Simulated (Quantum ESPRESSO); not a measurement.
# Ti (P6_3/mmc) in Quantum ESPRESSO: settings compared

Aim: see how the results for Ti move with the level of theory and the settings. Levels: PBE, PBEsol, BLYP. Tasks: phonons.

Program: Quantum ESPRESSO 7.5. These are calculated values, not measurements. Logs are shortened: lines on timing, memory, paths and dates and some standing lists are left out, and cuts for length are marked.

### Step 1. The crystal as given

Symmetry: P6_3/mmc, No. 194, hexagonal system. The conventional cell has a = 2.950 Å, b = 2.950 Å, c = 4.680 Å, α = 90.00°, β = 90.00°, γ = 120.00°. Ti (site symmetry -6m2) is surrounded by 12 Ti at 2.89 to 2.95 Å.

### Step 2. Phonons, PBE

Input file pw.in:

```
&CONTROL
  calculation = 'scf'
  prefix = 'pwscf'
  outdir = './tmp'
  pseudo_dir = './pseudo'
  tprnfor = .true.
  tstress = .true.
  disk_io = 'low'
/
&SYSTEM
  ibrav = 0
  celldm(1) = 8
  nat = 2
  ntyp = 1
  ecutwfc = 84
  nbnd = 19
  occupations = 'smearing'
  smearing = 'mv'
  degauss = 0.01469973
/
&ELECTRONS
  conv_thr = 4d-10
  electron_maxstep = 120
  mixing_beta = 0.5
/
ATOMIC_SPECIES
Ti    47.8670 Ti.upf
CELL_PARAMETERS alat
  0.6968365084558   0.0000000000000   0.0000000000000
 -0.3484182542279   0.6034781186156   0.0000000000000
  0.0000000000000   0.0000000000000   1.1054897829061
ATOMIC_POSITIONS crystal
Ti     0.6666666667    0.3333333333    0.7500000000
Ti     0.3333333333    0.6666666667    0.2500000000
K_POINTS automatic
8 8 5 0 0 0
```

Input file relax.in:

```
&CONTROL
  calculation = 'vc-relax'
  prefix = 'pwscf'
  outdir = './tmp'
  pseudo_dir = './pseudo'
  tprnfor = .true.
  tstress = .true.
  disk_io = 'low'
  nstep = 40
  forc_conv_thr = 0.0001
  etot_conv_thr = 1d-06
/
&SYSTEM
  ibrav = 0
  celldm(1) = 8
  nat = 2
  ntyp = 1
  ecutwfc = 84
  nbnd = 19
  occupations = 'smearing'
  smearing = 'mv'
  degauss = 0.01469973
/
&ELECTRONS
  conv_thr = 4d-10
  electron_maxstep = 120
  mixing_beta = 0.5
/
&IONS
  ion_dynamics = 'bfgs'
/
&CELL
  cell_dynamics = 'bfgs'
  press = 0
  press_conv_thr = 0.2
/
ATOMIC_SPECIES
Ti    47.8670 Ti.upf
CELL_PARAMETERS alat
  0.6968365084558   0.0000000000000   0.0000000000000
 -0.3484182542279   0.6034781186156   0.0000000000000
  0.0000000000000   0.0000000000000   1.1054897829061
ATOMIC_POSITIONS crystal
Ti     0.6666666667    0.3333333333    0.7500000000
Ti     0.3333333333    0.6666666667    0.2500000000
K_POINTS automatic
8 8 5 0 0 0
```

Input file scf2.in:

```
&CONTROL
  calculation = 'scf'
  prefix = 'pwscf'
  outdir = './tmp'
  pseudo_dir = './pseudo'
  tprnfor = .true.
  tstress = .true.
  disk_io = 'low'
/
&SYSTEM
  ibrav = 0
  celldm(1) = 8
  nat = 2
  ntyp = 1
  ecutwfc = 84
  nbnd = 19
  occupations = 'smearing'
  smearing = 'mv'
  degauss = 0.01469973
/
&ELECTRONS
  conv_thr = 1d-13
  electron_maxstep = 120
  mixing_beta = 0.5
  startingpot = 'file'
  startingwfc = 'file'
/
ATOMIC_SPECIES
Ti    47.8670 Ti.upf
CELL_PARAMETERS alat
  0.6949141886660   0.0000000000000   0.0000000000000
 -0.3474570943330   0.6018133408351   0.0000000000000
  0.0000000000000   0.0000000000000   1.0966172435832
ATOMIC_POSITIONS crystal
Ti     0.6666666666    0.3333333332    0.7500000000
Ti     0.3333333332    0.6666666666    0.2500000000
K_POINTS automatic
8 8 5 0 0 0
```

Input file ph.in:

```
phonons of Ti
&INPUTPH
  prefix = 'pwscf'
  outdir = './tmp'
  tr2_ph = 1d-18
  fildyn = 'dyn'
  niter_ph = 90
  alpha_mix(1) = 0.4
/
0.0000000000 0.0000000000 0.0000000000
```

Input file dynmat.in:

```
&INPUT
  fildyn = 'dyn'
  asr = 'crystal'
  filout = 'dynmat.disp'
  fileig = 'dynmat.eig'
/
```

Potentials or basis: PseudoDojo 0.4.1 SR PBE standard.

Launch:

```
$ OMP_NUM_THREADS=1 mpirun -n 4 pw.x -nk 4 -in pw.in > pw.out
$ OMP_NUM_THREADS=1 mpirun -n 4 pw.x -nk 4 -in relax.in > relax.out
$ OMP_NUM_THREADS=1 mpirun -n 4 pw.x -nk 4 -in scf2.in > scf2.out
$ OMP_NUM_THREADS=1 mpirun -n 4 ph.x -nk 4 -in ph.in > ph.out
$ OMP_NUM_THREADS=1 mpirun -n 1 dynmat.x -in dynmat.in > dynmat.out
```

pw.out:

```text
This program is part of the open-source Quantum ESPRESSO suite
     for quantum simulation of materials; please cite
[... 6 lines left out ...]
     using ibrav=0 with symmetry is DISCOURAGED, use correct ibrav instead

     K-points division:     npool     =       4
     Subspace diagonalization in iterative solution of the eigenvalue problem:
     a serial algorithm will be used

     G-vector sticks info
     --------------------
     sticks:   dense  smooth     PW     G-vecs:    dense   smooth      PW
     Sum         721     721    211                24711    24711    3981

     Using Slab Decomposition

     bravais-lattice index     =            0
     lattice parameter (alat)  =       8.0000  a.u.
     unit-cell volume          =     238.0220 (a.u.)^3
     number of atoms/cell      =            2
     number of atomic types    =            1
     number of electrons       =        24.00
     number of Kohn-Sham states=           19
     kinetic-energy cutoff     =      84.0000  Ry
     charge density cutoff     =     336.0000  Ry
     scf convergence threshold =      4.0E-10
     mixing beta               =       0.5000
     number of iterations used =            8  plain     mixing
     Exchange-correlation= PBE
                           (   1   4   3   4   0   0   0)

     celldm(1)=   8.000000  celldm(2)=   0.000000  celldm(3)=   0.000000
     celldm(4)=   0.000000  celldm(5)=   0.000000  celldm(6)=   0.000000

     crystal axes: (cart. coord. in units of alat)
               a(1) = (   0.696837   0.000000   0.000000 )
               a(2) = (  -0.348418   0.603478   0.000000 )
               a(3) = (   0.000000   0.000000   1.105490 )

     reciprocal axes: (cart. coord. in units 2 pi/alat)
               b(1) = (  1.435057  0.828530 -0.000000 )
               b(2) = (  0.000000  1.657061  0.000000 )
               b(3) = (  0.000000 -0.000000  0.904576 )

     PseudoPot. # 1 for Ti read from file:
     Ti.upf
     Pseudo is Norm-conserving + core correction, Zval = 12.0
     Generated using ONCVPSP code by D. R. Hamann
     Using radial grid of 1586 points,  6 beta functions with:
                l(1) =   0
                l(2) =   0
                l(3) =   1
                l(4) =   1
                l(5) =   2
                l(6) =   2

     atomic species   valence    mass     pseudopotential
     Ti               12.00    47.86700     Ti( 1.00)

     24 Sym. Ops., with inversion, found (12 have fractional translation)

   Cartesian axes

     site n.     atom                  positions (alat units)
         1        Ti     tau(   1) = (   0.3484183   0.2011594   0.8291173  )
         2        Ti     tau(   2) = (  -0.0000000   0.4023187   0.2763724  )

     number of k points=    30  Marzari-Vanderbilt smearing, width (Ry)=  0.0147
                       cart. coord. in units 2pi/alat
        k(    1) = (   0.0000000   0.0000000   0.0000000), wk =   0.0062500
        k(    2) = (   0.0000000   0.0000000   0.1809153), wk =   0.0125000
        k(    3) = (   0.0000000   0.0000000   0.3618306), wk =   0.0125000
        k(    4) = (   0.0000000   0.2071326   0.0000000), wk =   0.0375000
        k(    5) = (   0.0000000   0.2071326   0.1809153), wk =   0.0750000
        k(    6) = (   0.0000000   0.2071326   0.3618306), wk =   0.0750000
[... 22 lines left out ...]
        k(   29) = (   0.3587642   0.8285305   0.1809153), wk =   0.0750000
        k(   30) = (   0.3587642   0.8285305   0.3618306), wk =   0.0750000

     Dense  grid:    24711 G-vectors     FFT dimensions: (  36,  36,  54)

     Initial potential from superposition of free atoms

     starting charge      23.9968, renormalised to      24.0000
     Starting wfcs are   20 randomized atomic wfcs

     Self-consistent Calculation

     iteration #  1     ecut=    84.00 Ry     beta= 0.50
     Davidson diagonalization with overlap
     ethr =  1.00E-02,  avg # of iterations =  3.0

     Threshold (ethr) on eigenvalues was too large:
     Diagonalizing with lowered threshold

     Davidson diagonalization with overlap
     ethr =  2.00E-04,  avg # of iterations =  4.0

     total energy              =    -237.40100105 Ry
     estimated scf accuracy    <       0.08616696 Ry

     iteration #  2     ecut=    84.00 Ry     beta= 0.50
     Davidson diagonalization with overlap
     ethr =  3.59E-04,  avg # of iterations =  2.2
[... 50 lines left out ...]
     total energy              =    -237.42100860 Ry
     estimated scf accuracy    <          5.0E-09 Ry

     iteration # 10     ecut=    84.00 Ry     beta= 0.50
     Davidson diagonalization with overlap
     ethr =  2.09E-11,  avg # of iterations =  4.5

     End of self-consistent calculation

          k = 0.0000 0.0000 0.0000 (  3067 PWs)   bands (ev):

   -43.6858 -43.5569 -20.2826 -19.6565 -19.6565 -19.6084 -19.5607 -19.5607
     7.0141  10.5203  13.8681  13.9494  13.9494  14.0405  14.4363  14.4363
    14.7814  14.7814  16.2777

          k = 0.0000 0.0000 0.1809 (  3074 PWs)   bands (ev):

   -43.6736 -43.5693 -20.2205 -19.6752 -19.6474 -19.6474 -19.5699 -19.5699
     7.3424  10.3096  13.4242  13.8326  13.8326  13.8634  14.2719  14.2719
    15.1048  15.1048  16.2820
[... 55 lines left out ...]
          k = 0.0000 0.6214 0.3618 (  3090 PWs)   bands (ev):

   -43.5732 -43.5538 -20.1434 -20.0892 -19.7995 -19.7244 -19.7209 -19.6730
    10.3645  10.8281  12.2251  12.5919  13.7939  14.1312  14.4953  15.2368
    16.2307  16.3175  16.4062

          k = 0.0000-0.8285 0.0000 (  3086 PWs)   bands (ev):

   -43.5744 -43.5325 -20.1092 -19.9926 -19.9910 -19.7929 -19.7744 -19.6299
    10.8507  11.0571  11.3566  12.5264  13.6581  13.7790  14.3245  16.4752
    16.6841  16.7000  17.4585

          k = 0.0000-0.8285 0.1809 (  3096 PWs)   bands (ev):

   -43.5704 -43.5365 -20.1624 -20.0531 -19.9052 -19.7775 -19.7448 -19.6457
    10.5909  11.0723  11.9201  12.1902  13.8688  14.1592  14.3212  16.2164
    16.5465  16.6829  17.0657

          k = 0.0000-0.8285 0.3618 (  3110 PWs)   bands (ev):

   -43.5599 -43.5469 -20.1883 -20.1443 -19.7944 -19.7371 -19.7354 -19.6867
    10.5547  10.8356  12.2105  12.4406  14.1519  14.4679  14.7125  15.3404
    16.5809  16.6374  16.6416

          k = 0.1794 0.3107 0.0000 (  3086 PWs)   bands (ev):

   -43.6464 -43.5427 -20.1912 -19.8123 -19.7778 -19.6828 -19.6502 -19.6003
     8.2362  11.3618  12.5089  12.8438  13.9691  14.0330  14.5135  14.7321
    14.8571  15.2997  16.4735
[... 79 lines left out ...]
          k = 0.3588 0.8285 0.3618 (  3101 PWs)   bands (ev):

   -43.5490 -43.5436 -20.1132 -20.0924 -19.9197 -19.8579 -19.7139 -19.6933
    11.4373  11.6521  12.3355  12.4502  12.9591  13.0976  14.6873  15.1393
    16.2377  16.4105  19.0098

     the Fermi energy is    13.1574 ev

!    total energy              =    -237.42100860 Ry
     estimated scf accuracy    <          3.3E-11 Ry
     smearing contrib. (-TS)   =       0.00031159 Ry
     internal energy E=F+TS    =    -237.42132019 Ry

     The total energy is F=E-TS. E is the sum of the following terms:
     one-electron contribution =     -82.29238752 Ry
     hartree contribution      =      48.82801589 Ry
     xc contribution           =     -34.87487058 Ry
     ewald contribution        =    -169.08207799 Ry

     convergence has been achieved in  10 iterations

     Forces acting on atoms (cartesian axes, Ry/au):

     atom    1 type  1   force =    -0.00000000   -0.00000000    0.00000000
     atom    2 type  1   force =     0.00000000   -0.00000000    0.00000000

     Total force =     0.000000     Total SCF correction =     0.000000

     Computing stress (Cartesian axis) and pressure

          total   stress  (Ry/bohr**3)                   (kbar)     P=      -14.99
  -0.00008679  -0.00000000   0.00000000          -12.77       -0.00        0.00
  -0.00000000  -0.00008679   0.00000000           -0.00      -12.77        0.00
   0.00000000   0.00000000  -0.00013210            0.00        0.00      -19.43

=------------------------------------------------------------------------------=
   JOB DONE.
=------------------------------------------------------------------------------=
```

relax.out:

```text
This program is part of the open-source Quantum ESPRESSO suite
     for quantum simulation of materials; please cite
[... 6 lines left out ...]
     using ibrav=0 with symmetry is DISCOURAGED, use correct ibrav instead

     K-points division:     npool     =       4
[... 2500 lines left out ...]
  -0.00000014  -0.00000000   0.00000000           -0.02       -0.00        0.00
  -0.00000000  -0.00000014   0.00000000           -0.00       -0.02        0.00
   0.00000000   0.00000000  -0.00000020            0.00        0.00       -0.03

=------------------------------------------------------------------------------=
   JOB DONE.
=------------------------------------------------------------------------------=
```

scf2.out:

```text
This program is part of the open-source Quantum ESPRESSO suite
     for quantum simulation of materials; please cite
[... 6 lines left out ...]
     using ibrav=0 with symmetry is DISCOURAGED, use correct ibrav instead

     K-points division:     npool     =       4
[... 326 lines left out ...]
  -0.00000018   0.00000000   0.00000000           -0.03        0.00        0.00
   0.00000000  -0.00000018   0.00000000            0.00       -0.03        0.00
   0.00000000   0.00000000  -0.00000024            0.00        0.00       -0.03

=------------------------------------------------------------------------------=
   JOB DONE.
=------------------------------------------------------------------------------=
```

Wall time 6.9 min (4 MPI ranks of Intel Xeon at 2.50GHz (Skylake/Cascade Lake), shared host); peak memory 0.36 GiB.

What came out:

| Property | Result |
| --- | --- |
| Free energy | -3230.2799 eV |
| Relaxed volume | 17.40 Å³/atom |
| Relaxed cell | a = 2.942 Å, b = 2.942 Å, c = 4.642 Å, α = 90.00°, β = 90.00°, γ = 120.00° |
| Space group after relaxing (to 0.05 Å) | P6_3/mmc (No. 194) |
| Pressure after relaxing | 0.0 GPa |
| Band gap on the k mesh | none (metal or under the smearing width) |
| Highest phonon frequency at Γ | 180 cm⁻¹ |

Step by step:
| step | energy change (eV) | largest force (eV/Å) | pressure (GPa) | volume (Å³) |
| --- | --- | --- | --- | --- |
| 1 | 0.0000 | 0.0000 | -1.50 | 35.27 |
| 2 | -0.0019 | 0.0000 | -0.67 | 35.00 |
| 3 | -0.0025 | 0.0000 | 0.05 | 34.78 |
| 4 | -0.0025 | 0.0000 | 0.04 | 34.78 |
| 5 | -0.0025 | 0.0000 | 0.03 | 34.79 |
| 6 | -0.0025 | 0.0000 | 0.01 | 34.79 |
| 7 | -0.0025 | 0.0000 | 0.00 | 34.80 |

Final structure:
```yaml
crystal:
  lattice:
    - [2.94186, 0.00000, 0.00000]
    - [-1.47093, 2.54773, 0.00000]
    - [0.00000, 0.00000, 4.64244]
  atoms:
    - { symbol: Ti, position: [0.66667, 0.33333, 0.75000] }
    - { symbol: Ti, position: [0.33333, 0.66667, 0.25000] }
```

Phonon frequencies in cm⁻¹ (negative: imaginary):
```csv
q point,frequencies
"(0.000, 0.000, 0.000)",-2 1 1 132 132 180
```

Optical modes at Γ, degenerate ones joined:
```
cm⁻¹  components  symmetry  active in
 132           2       E2g      Raman
 180           1       B1g     silent
```

Caveat: the mesh is thin for the phonons of a metal.

(Part 1 of 3 ends here.)
